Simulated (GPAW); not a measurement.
# ScAl3 (Pm-3m) in GPAW: notebook

The runs below take ScAl3 through equation of state, with OLYP, LDA+U.

Everything below comes from runs of GPAW 26.7.0. Logs are shortened: lines on timing, memory, paths and dates and some standing lists are left out, and cuts for length are marked. The log counts tension as positive stress, the text compression.

**Measured values to compare with.**

From “A Combined Experimental and First-Principles Based Assessment of Finite-Temperature Thermodynamic Properties of Intermetallic Al3Sc”, 2021, pmc:8067998, for a bulk crystal of ScAl3 at 298 K: bulk modulus 91.5 ± 1.1 GPa.

The results are compared with them further down.

### 1 The structure

Symmetry: Pm-3m, No. 221, cubic system. The conventional cell has a = 4.088 Å, b = 4.088 Å, c = 4.088 Å, α = 90.00°, β = 90.00°, γ = 90.00°. Sc (site symmetry m-3m) is surrounded by 12 Al at 2.89 Å. Al (site symmetry 4/mmm) is surrounded by 4 Sc at 2.89 Å and 8 Al at 2.89 Å.

The cell is a database's computed one.

### 2 Equation of state, OLYP

Contents of run.py:

```python
from ase.eos import EquationOfState
from ase.io import Trajectory
from ase.spacegroup import crystal
from ase.units import GPa
from gpaw import GPAW, PW, setup_paths

setup_paths.insert(0, '.')

# Sc 1a
# Al 3c
atoms = crystal(['Sc', 'Al'],
                basis=[[0.0, 0.0, 0.0],
                       [0.5, 0.5, 0.0]],
                spacegroup=221, setting=1,  # Pm-3m
                cellpar=[4.08780657, 4.08780657, 4.08780657, 90.0, 90.0, 90.0],
                primitive_cell=True)

traj = Trajectory('eos.traj', 'w')
volumes, energies = [], []
for x in [0.94, 0.96, 0.98, 1.0, 1.02, 1.04, 1.06]:
    a = atoms.copy()
    a.set_cell(atoms.cell * x**(1 / 3), scale_atoms=True)
    calc = GPAW(mode=PW(600),
                xc='GGA_X_OPTX+GGA_C_LYP',
                kpts={'size': (5, 5, 5), 'gamma': True},
                occupations={'name': 'fermi-dirac', 'width': 0.05},
                nbands=22,
                convergence={'density': 1e-05, 'energy': 1e-05},
                eigensolver='davidson',
                maxiter=150,
                txt=f'eos-{x:.2f}.txt')
    a.calc = calc
    energies.append(a.get_potential_energy(force_consistent=True))
    volumes.append(a.get_volume())
    p = -a.get_stress()[:3].mean() / GPa
    calc.write(f'eos-{x:.2f}.gpw')
    traj.write(a)
    print(f'{x:.2f} {volumes[-1]:10.4f} A^3 {energies[-1]:14.6f} eV {p:9.3f} GPa', flush=True)

v0, e0, B = EquationOfState(volumes, energies, eos='birchmurnaghan').fit()
print(f'V0 = {v0:.4f} A^3, E0 = {e0:.6f} eV, B0 = {B / GPa:.2f} GPa')
```

Potentials or basis: PAW data sets generated in the run's folder for this functional, pw.

Run with:

```
$ gpaw-setup -f GGA_X_OPTX+GGA_C_LYP Al Sc
$ OMP_NUM_THREADS=1 python run.py
```

Output:

```text
__  _  _
 | _ |_)|_||  |
 |__||  | ||/\| - 26.7.0

Input parameters:
  mode=PW(ecut=600.0),
  convergence={'density': 1e-05, 'energy': 1e-05},
  eigensolver=Davidson(niter=2),
  kpts=MonkhorstPack(size=(5, 5, 5), gamma=True),
  maxiter=150,
  nbands=22,
  occupations=Occupations(name='fermi-dirac', width=0.05),
  xc=XC(name='GGA_X_OPTX+GGA_C_LYP')

Diagonalizing LCAO Hamiltonian
Converting LCAO to pw mode
   .---------.
  /|         |
 * |         |
 | |         |
 |Al         |
 | .--Al-----.
 |/    Al   /
 Sc--------*

Atoms  # Å, Bohr magnetons
|   | symbol |        x |        y |        z |    initial magnetic moments |
|---|--------|----------|----------|----------|-----------------------------|
| 0 |     Sc | 0.000000 | 0.000000 | 0.000000 | ( 0.0000,  0.0000,  0.0000) |
| 1 |     Al | 2.016280 | 2.016280 | 0.000000 | ( 0.0000,  0.0000,  0.0000) |
| 2 |     Al | 0.000000 | 2.016280 | 2.016280 | ( 0.0000,  0.0000,  0.0000) |
| 3 |     Al | 2.016280 | 0.000000 | 2.016280 | ( 0.0000,  0.0000,  0.0000) |

Unit cell  # Å
| periodic |        x |        y |        z |  lengths |    angles |
|----------|----------|----------|----------|----------|-----------|
|      yes | 4.032559 | 0.000000 | 0.000000 | 4.032559 | 90.000000 |
|      yes | 0.000000 | 4.032559 | 0.000000 | 4.032559 | 90.000000 |
|      yes | 0.000000 | 0.000000 | 4.032559 | 4.032559 | 90.000000 |

Number of symmetries: 48
Symmetry operations  # r_c * U_cc + t_c -> r_c
|    | kind |            matrix            |
|----|------|------------------------------|
|  0 |  E   |  1, 0, 0,  0, 1, 0,  0, 0, 1 |
|  1 |  σ   |  1, 0, 0,  0, 1, 0,  0, 0,-1 |
|  2 |  σ   |  1, 0, 0,  0, 0, 1,  0, 1, 0 |
|  3 |  C4  |  1, 0, 0,  0, 0, 1,  0,-1, 0 |
|  4 |  C4  |  1, 0, 0,  0, 0,-1,  0, 1, 0 |
|  5 |  σ   |  1, 0, 0,  0, 0,-1,  0,-1, 0 |
|  6 |  σ   |  1, 0, 0,  0,-1, 0,  0, 0, 1 |
|  7 |  C2  |  1, 0, 0,  0,-1, 0,  0, 0,-1 |
|  8 |  σ   |  0, 1, 0,  1, 0, 0,  0, 0, 1 |
|  9 |  C2  |  0, 1, 0,  1, 0, 0,  0, 0,-1 |
| 10 |  C3  |  0, 1, 0,  0, 0, 1,  1, 0, 0 |
| 11 |  S6  |  0, 1, 0,  0, 0, 1, -1, 0, 0 |
| 12 |  S6  |  0, 1, 0,  0, 0,-1,  1, 0, 0 |
| 13 |  C3  |  0, 1, 0,  0, 0,-1, -1, 0, 0 |
| 14 |  C4  |  0, 1, 0, -1, 0, 0,  0, 0, 1 |
| 15 |  S4  |  0, 1, 0, -1, 0, 0,  0, 0,-1 |
| 16 |  C3  |  0, 0, 1,  1, 0, 0,  0, 1, 0 |
| 17 |  S6  |  0, 0, 1,  1, 0, 0,  0,-1, 0 |
| 18 |  σ   |  0, 0, 1,  0, 1, 0,  1, 0, 0 |
| 19 |  C4  |  0, 0, 1,  0, 1, 0, -1, 0, 0 |
| 20 |  C2  |  0, 0, 1,  0,-1, 0,  1, 0, 0 |
| 21 |  S4  |  0, 0, 1,  0,-1, 0, -1, 0, 0 |
| 22 |  S6  |  0, 0, 1, -1, 0, 0,  0, 1, 0 |
| 23 |  C3  |  0, 0, 1, -1, 0, 0,  0,-1, 0 |
| 24 |  S6  |  0, 0,-1,  1, 0, 0,  0, 1, 0 |
| 25 |  C3  |  0, 0,-1,  1, 0, 0,  0,-1, 0 |
| 26 |  C4  |  0, 0,-1,  0, 1, 0,  1, 0, 0 |
| 27 |  σ   |  0, 0,-1,  0, 1, 0, -1, 0, 0 |
| 28 |  S4  |  0, 0,-1,  0,-1, 0,  1, 0, 0 |
| 29 |  C2  |  0, 0,-1,  0,-1, 0, -1, 0, 0 |
| 30 |  C3  |  0, 0,-1, -1, 0, 0,  0, 1, 0 |
| 31 |  S6  |  0, 0,-1, -1, 0, 0,  0,-1, 0 |
| 32 |  C4  |  0,-1, 0,  1, 0, 0,  0, 0, 1 |
| 33 |  S4  |  0,-1, 0,  1, 0, 0,  0, 0,-1 |
| 34 |  S6  |  0,-1, 0,  0, 0, 1,  1, 0, 0 |
| 35 |  C3  |  0,-1, 0,  0, 0, 1, -1, 0, 0 |
| 36 |  C3  |  0,-1, 0,  0, 0,-1,  1, 0, 0 |
| 37 |  S6  |  0,-1, 0,  0, 0,-1, -1, 0, 0 |
| 38 |  σ   |  0,-1, 0, -1, 0, 0,  0, 0, 1 |
| 39 |  C2  |  0,-1, 0, -1, 0, 0,  0, 0,-1 |
| 40 |  σ   | -1, 0, 0,  0, 1, 0,  0, 0, 1 |
| 41 |  C2  | -1, 0, 0,  0, 1, 0,  0, 0,-1 |
| 42 |  C2  | -1, 0, 0,  0, 0, 1,  0, 1, 0 |
| 43 |  S4  | -1, 0, 0,  0, 0, 1,  0,-1, 0 |
| 44 |  S4  | -1, 0, 0,  0, 0,-1,  0, 1, 0 |
| 45 |  C2  | -1, 0, 0,  0, 0,-1,  0,-1, 0 |
| 46 |  C2  | -1, 0, 0,  0,-1, 0,  0, 0, 1 |
| 47 |  i   | -1, 0, 0,  0,-1, 0,  0, 0,-1 |

BZ-sampling:
  Number of BZ points: 125
  Number of IBZ points: 10

  Monkhorst-Pack size: [5, 5, 5]
  Monkhorst-Pack shift: [0, 0, 0]

K-points  # in reciprocal-cell coordinates
|   |                                coordinates |     weight |
|---|--------------------------------------------|------------|
| 0 | (  0.00000000,   0.00000000,   0.00000000) | 0.00800000 |
| 1 | (  0.20000000,   0.00000000,   0.00000000) | 0.04800000 |
| 2 | (  0.20000000,   0.20000000,   0.00000000) | 0.09600000 |
| 3 | (  0.20000000,   0.20000000,   0.20000000) | 0.06400000 |
| 4 | (  0.40000000,   0.00000000,   0.00000000) | 0.04800000 |
| 5 | (  0.40000000,   0.20000000,   0.00000000) | 0.19200000 |
| 6 | (  0.40000000,   0.20000000,   0.20000000) | 0.19200000 |
| 7 | (  0.40000000,   0.40000000,   0.00000000) | 0.09600000 |
| 8 | (  0.40000000,   0.40000000,   0.20000000) | 0.19200000 |
| 9 | (  0.40000000,   0.40000000,   0.40000000) | 0.06400000 |

Plane wave coefficients: 2203
Cutoff: 600.0 eV

Spin-components: 1 (collinear spins)
Bands:           22
Projectors:      21
Spin-degeneracy: 2
Datatype:        complex128

Parallelization:
  kpt:    1
  domain: 1
  band:   1

Density:
  Valence electrons: 20.0
  Components: 1
  Grid points: [24 24 24]
  Charge: 0.0  # |e|

Potential:
  Grid points: [24 24 24]

species:
  Sc:
    name:    Scandium
    Z:       21.0
    valence: 11
    core:    10
    charge:  0.0  # [|e|]
    compensation charges:
      type: gauss
      rc: 0.39  # [Å]
      lmax: 2
    cutoffs:
      filter: 2.14  # [Å]
      core: 1.08  # [Å]
    projectors
    | kind |    occ | energy [eV] | rcut [Å] |
    |------|--------|-------------|----------|
    |   3s |  2.000 |     -55.299 |    1.228 |
    |   4s |  2.000 |      -3.904 |    1.228 |
    |   3p |  6.000 |     -33.796 |    1.281 |
    |   4p |  0.000 |      -1.321 |    1.281 |
    |   3d |  1.000 |      -3.112 |    1.196 |
    |    d |        |      24.100 |    1.196 |

    Using partial waves for Sc as LCAO basis

  Al:
    name:    Aluminium
    Z:       13.0
    valence: 3
    core:    10
    charge:  0.0  # [|e|]
    compensation charges:
      type: gauss
      rc: 0.34  # [Å]
      lmax: 2
    cutoffs:
      filter: 1.91  # [Å]
      core: 2.36  # [Å]
    projectors
    | kind |    occ | energy [eV] | rcut [Å] |
    |------|--------|-------------|----------|
    |   3s |  2.000 |      -7.575 |    1.085 |
    |   3p |  1.000 |      -2.568 |    1.085 |
    |    s |        |      19.636 |    1.085 |
    |    p |        |      24.644 |    1.085 |
    |    d |        |       0.000 |    1.085 |

    Using partial waves for Al as LCAO basis

Reference energy: -40618.827320  # eV

eigensolver:
  Davidson
  Converge bands: occupied
  niter=2

density mixing:
  MSR1-Mixer
  Pratt-step length: 0.05
  Maximum mixing coefficient: 0.75
  Old densities: 10
  SVD Regularization: 0.005
  Good broyden scale: 1.0
  Trust region scale: 1.0
  Backstep threshold: 4.0
  History deletion threshold: 6.0
  Fourier metric: weight=20.0, sigma=0.015

occupation numbers:
  Fermi-Dirac:
    width: 0.0500  # eV

poisson solver:
  ecut: 4800.0  # eV

xc functional:
  name: GGA_X_OPTX+GGA_C_LYP with 2 nearest neighbor stencil

convergence criteria:
[... 6 lines left out ...]
|iter     | |      energy | eigst |  dens |
|---------|-|-------------|-------|-------|
|iter:   1| |  -15.577872 | +0.40 |       |
|iter:   2| |  -15.660485 | -0.22 | -1.17 |
|iter:   3| |  -15.898239 | -0.72 | -1.18 |
|iter:   4| |  -15.726223 | -1.26 | -1.45 |
|iter:   5| |  -15.682912 | -2.23 | -1.56 |
|iter:   6| |  -15.685302 | -2.83 | -2.21 |
|iter:   7| |  -15.684918 | -4.07 | -2.80 |
|iter:   8| |  -15.684927 | -4.89 | -3.67 |
|iter:   9| |  -15.684929c| -6.00 | -4.02 |
|iter:  10| |  -15.684929c| -6.64 | -4.80 |
|iter:  11| |  -15.684929c| -7.30 | -5.65c|
|iter:  12| |  -15.684929c| -7.86c| -6.06c|

Converged in 12 steps
Energy contributions relative to reference atoms: (reference = -40618.827320)

Energy contributions:
  Kinetic:          21.585802
  Coulomb:         -12.949211
  Zero:              0.077202
  External:          0.000000
  Xc:              -24.391926
  Entropy:          -0.013593
  Spinorbit:         0.000000
  ----------------------------
  Free energy:     -15.691726
  Extrapolated:    -15.684929

dipole moment: (-17.501903, -17.501903, -17.501903)  # |e|*Ang

Fermi level: 8.061
Eigenvalues  # (at kpt = [0.000, 0.000, 0.000])
| band index |      eig [eV] | occ [0-2] |
|------------|---------------|-----------|
|          0 |       -41.301 |     2.000 |
|        ... |               |           |
|          2 |       -19.917 |     2.000 |
|          3 |       -19.917 |     2.000 |
|          4 |        -2.301 |     2.000 |
|          5 |         5.297 |     2.000 |
|          6 |         5.297 |     2.000 |
|          7 |         6.075 |     2.000 |
[... 8 lines left out ...]
|         16 |        13.460 |     0.000 |
|         17 |        13.460 |     0.000 |
|        ... |               |           |
|         21 |        16.809 |     0.000 |

No gap
No difference between direct/indirect transitions

Stress tensor  # eV/Ang^3
|         x |         y |         z |
|-----------|-----------|-----------|
| -0.031568 |  0.000000 |  0.000000 |
|  0.000000 | -0.031568 |  0.000000 |
|  0.000000 |  0.000000 | -0.031568 |

# Writing to eos-0.96.gpw (mode='')
```

Run time: 87 s. Hardware: 1 thread of Intel Xeon at 2.80GHz (Skylake/Cascade Lake), shared host; peak memory 0.24 GiB.

Results:

| Item | Value |
| --- | --- |
| Equilibrium volume | 17.25 Å³/atom |
| Bulk modulus | 89 GPa |
| Pressure derivative of the bulk modulus | 4.1 |

Energy against volume, from the lowest point:
```
volume (Å³/atom)  energy (meV/atom)
          16.052              25.92
          16.394              12.61
          16.735               4.15
          17.077               0.09
          17.419               0.00
          17.760               3.50
          18.102              10.24
```

### 3 Equation of state, LDA+U

Contents of run.py:

```python
from ase.eos import EquationOfState
from ase.io import Trajectory, read
from ase.units import GPa
from gpaw import GPAW, PW

atoms = read('ScAl3.cif')

traj = Trajectory('eos.traj', 'w')
volumes, energies = [], []
for x in [0.94, 0.96, 0.98, 1.0, 1.02, 1.04, 1.06]:
    a = atoms.copy()
    a.set_cell(atoms.cell * x**(1 / 3), scale_atoms=True)
    calc = GPAW(mode=PW(600),
                xc='LDA',
                kpts={'size': (5, 5, 5), 'gamma': True},
                occupations={'name': 'fermi-dirac', 'width': 0.05},
                setups={'Sc': ':d,5.0'},
                nbands=22,
                convergence={'density': 1e-05, 'energy': 1e-05},
                maxiter=150,
                txt=f'eos-{x:.2f}.txt')
    a.calc = calc
    energies.append(a.get_potential_energy(force_consistent=True))
    volumes.append(a.get_volume())
    p = -a.get_stress()[:3].mean() / GPa
    calc.write(f'eos-{x:.2f}.gpw')
    traj.write(a)
    print(f'{x:.2f} {volumes[-1]:10.4f} A^3 {energies[-1]:14.6f} eV {p:9.3f} GPa', flush=True)

v0, e0, B = EquationOfState(volumes, energies, eos='birchmurnaghan').fit()
print(f'V0 = {v0:.4f} A^3, E0 = {e0:.6f} eV, B0 = {B / GPa:.2f} GPa')
```

Contents of ScAl3.cif:

```cif
data_ScAl3
_cell_length_a 4.08780657
_cell_length_b 4.08780657
_cell_length_c 4.08780657
_cell_angle_alpha 90.00000000
_cell_angle_beta 90.00000000
_cell_angle_gamma 90.00000000
_space_group_name_H-M_alt 'Pm-3m'
_space_group_name_Hall '-P 4 2 3'
_space_group_IT_number 221
loop_
_space_group_symop_operation_xyz
'x,y,z'
'-x,-y,-z'
'-y,x,z'
'y,-x,-z'
'-x,-y,z'
'x,y,-z'
'y,-x,z'
'-y,x,-z'
'x,-y,-z'
'-x,y,z'
'-y,-x,-z'
'y,x,z'
'-x,y,-z'
'x,-y,z'
'y,x,-z'
'-y,-x,z'
'z,x,y'
'-z,-x,-y'
'z,-y,x'
'-z,y,-x'
'z,-x,-y'
'-z,x,y'
'z,y,-x'
'-z,-y,x'
'-z,x,-y'
'z,-x,y'
'-z,-y,-x'
'z,y,x'
'-z,-x,y'
'z,x,-y'
'-z,y,x'
'z,-y,-x'
'y,z,x'
'-y,-z,-x'
'x,z,-y'
'-x,-z,y'
'-y,z,-x'
'y,-z,x'
'-x,z,y'
'x,-z,-y'
'-y,-z,x'
'y,z,-x'
'-x,-z,-y'
'x,z,y'
'y,-z,-x'
'-y,z,x'
'x,-z,y'
'-x,z,-y'
loop_
_atom_site_label
_atom_site_type_symbol
_atom_site_symmetry_multiplicity
_atom_site_Wyckoff_symbol
_atom_site_fract_x
_atom_site_fract_y
_atom_site_fract_z
_atom_site_occupancy
Sc1 Sc 1 a 0.0000000000 0.0000000000 0.0000000000 1
Al1 Al 3 c 0.5000000000 0.5000000000 0.0000000000 1
```

Potentials or basis: the program's PAW data sets (release 1.2.1) made for this functional, pw.

Run with:

```
$ OMP_NUM_THREADS=1 python run.py
```

Output:

```text
__  _  _
 | _ |_)|_||  |
 |__||  | ||/\| - 26.7.0

Input parameters:
  mode=PW(ecut=600.0),
  convergence={'density': 1e-05, 'energy': 1e-05},
  kpts=MonkhorstPack(size=(5, 5, 5), gamma=True),
  maxiter=150,
  nbands=22,
  occupations=Occupations(name='fermi-dirac', width=0.05),
  setups={'Sc': ':d,5.0'},
  xc=XC(name='LDA')

Diagonalizing LCAO Hamiltonian
Converting LCAO to pw mode
   .---------.
  /|         |
 * |         |
 | |         |
 |Al         |
 | .--Al-----.
 |/    Al   /
 Sc--------*

Atoms  # Å, Bohr magnetons
|   | symbol |        x |        y |        z |    initial magnetic moments |
|---|--------|----------|----------|----------|-----------------------------|
| 0 |     Sc | 0.000000 | 0.000000 | 0.000000 | ( 0.0000,  0.0000,  0.0000) |
| 1 |     Al | 2.002179 | 2.002179 | 0.000000 | ( 0.0000,  0.0000,  0.0000) |
| 2 |     Al | 0.000000 | 2.002179 | 2.002179 | ( 0.0000,  0.0000,  0.0000) |
| 3 |     Al | 2.002179 | 0.000000 | 2.002179 | ( 0.0000,  0.0000,  0.0000) |

Unit cell  # Å
| periodic |        x |        y |        z |  lengths |    angles |
|----------|----------|----------|----------|----------|-----------|
|      yes | 4.004359 | 0.000000 | 0.000000 | 4.004359 | 90.000000 |
|      yes | 0.000000 | 4.004359 | 0.000000 | 4.004359 | 90.000000 |
|      yes | 0.000000 | 0.000000 | 4.004359 | 4.004359 | 90.000000 |

Number of symmetries: 48
Symmetry operations  # r_c * U_cc + t_c -> r_c
|    | kind |            matrix            |
|----|------|------------------------------|
|  0 |  E   |  1, 0, 0,  0, 1, 0,  0, 0, 1 |
|  1 |  σ   |  1, 0, 0,  0, 1, 0,  0, 0,-1 |
|  2 |  σ   |  1, 0, 0,  0, 0, 1,  0, 1, 0 |
|  3 |  C4  |  1, 0, 0,  0, 0, 1,  0,-1, 0 |
[... 154 lines left out ...]
  SVD Regularization: 0.005
  Good broyden scale: 1.0
  Trust region scale: 1.0
  Backstep threshold: 4.0
  History deletion threshold: 6.0
  Fourier metric: weight=20.0, sigma=0.015

occupation numbers:
  Fermi-Dirac:
    width: 0.0500  # eV

poisson solver:
  ecut: 4800.0  # eV

xc functional:
  name: None

convergence criteria:
[... 6 lines left out ...]
|iter     | |      energy | eigst |  dens |
|---------|-|-------------|-------|-------|
|iter:   1| |  -17.281793 | +0.27 |       |
|iter:   2| |  -17.196383 | -1.56 | -1.06 |
|iter:   3| |  -16.910572 | -1.14 | -1.09 |
|iter:   4| |  -16.916199 | -2.58 | -1.60 |
|iter:   5| |  -16.918276 | -3.27 | -1.96 |
|iter:   6| |  -16.918308 | -4.13 | -2.60 |
|iter:   7| |  -16.918331c| -5.79 | -3.51 |
|iter:   8| |  -16.918335c| -6.68 | -3.92 |
|iter:   9| |  -16.918336c| -7.83c| -4.90 |
|iter:  10| |  -16.918336c| -7.45c| -5.27c|

Converged in 10 steps
Energy contributions relative to reference atoms: (reference = -40476.892134)

Energy contributions:
  Kinetic:          27.522057
  Coulomb:         -18.910451
  Zero:              0.152390
  External:          0.000000
  Xc:              -25.674596
  Entropy:          -0.015470
  Spinorbit:         0.000000
  ----------------------------
  Free energy:     -16.926071
  Extrapolated:    -16.918336

dipole moment: (-17.719727, -17.719727, -17.719727)  # |e|*Ang

Fermi level: 8.195
Eigenvalues  # (at kpt = [0.000, 0.000, 0.000])
| band index |      eig [eV] | occ [0-2] |
|------------|---------------|-----------|
|          0 |       -42.090 |     2.000 |
|        ... |               |           |
|          2 |       -21.011 |     2.000 |
|          3 |       -21.011 |     2.000 |
|          4 |        -2.496 |     2.000 |
|          5 |         5.335 |     2.000 |
|          6 |         5.335 |     2.000 |
|          7 |         6.009 |     2.000 |
[... 8 lines left out ...]
|         16 |        13.378 |     0.000 |
|         17 |        13.803 |     0.000 |
|        ... |               |           |
|         21 |        16.679 |     0.000 |

No gap
No difference between direct/indirect transitions

Stress tensor  # eV/Ang^3
|         x |         y |         z |
|-----------|-----------|-----------|
| -0.043031 | -0.000000 |  0.000000 |
| -0.000000 | -0.043031 |  0.000000 |
|  0.000000 |  0.000000 | -0.043031 |

# Writing to eos-0.94.gpw (mode='')
```

stdout:

```text
0.94    64.2094 A^3     -16.926071 eV     6.894 GPa
0.96    65.5756 A^3     -16.974669 eV     4.518 GPa
0.98    66.9418 A^3     -17.004039 eV     2.379 GPa
1.00    68.3079 A^3     -17.016104 eV     0.457 GPa
1.02    69.6741 A^3     -17.012618 eV    -1.269 GPa
1.04    71.0402 A^3     -16.995190 eV    -2.820 GPa
1.06    72.4064 A^3     -16.965198 eV    -4.213 GPa
V0 = 68.6667 A^3, E0 = -17.016623 eV, B0 = 88.96 GPa
```

Wall time 70 s (1 thread of Intel Xeon at 2.80GHz (Skylake/Cascade Lake), shared host); peak memory 0.23 GiB.

What came out:

* Equilibrium volume: 17.17 Å³/atom
* Bulk modulus: 89 GPa
* Pressure derivative of the bulk modulus: 4.4

Energy against volume, from the lowest point:
```csv
volume (Å³/atom),energy (meV/atom)
16.052,22.51
16.394,10.36
16.735,3.02
17.077,0.00
17.419,0.87
17.760,5.23
18.102,12.73
```

Caveat: the U is typed as a test and isn't derived for this compound.

### 4 How close it comes

Step 2. Against the measured bulk modulus of ScAl3, 91.5 GPa (298 K; quoted in “A Combined Experimental and First-Principles Based Assessment of Finite-Temperature Thermodynamic Properties of Intermetallic Al3Sc”, 2021, pmc:8067998), the calculated 89 GPa is off by -2.5 %. The fit is for a static lattice scaled at fixed shape and fixed fractional positions.

Step 3. Measured bulk modulus of ScAl3: 91.5 GPa (298 K; quoted in “A Combined Experimental and First-Principles Based Assessment of Finite-Temperature Thermodynamic Properties of Intermetallic Al3Sc”, 2021, pmc:8067998). This calculation gives 89 GPa (-2.8 %). The fit is for a static lattice scaled at fixed shape and fixed fractional positions.
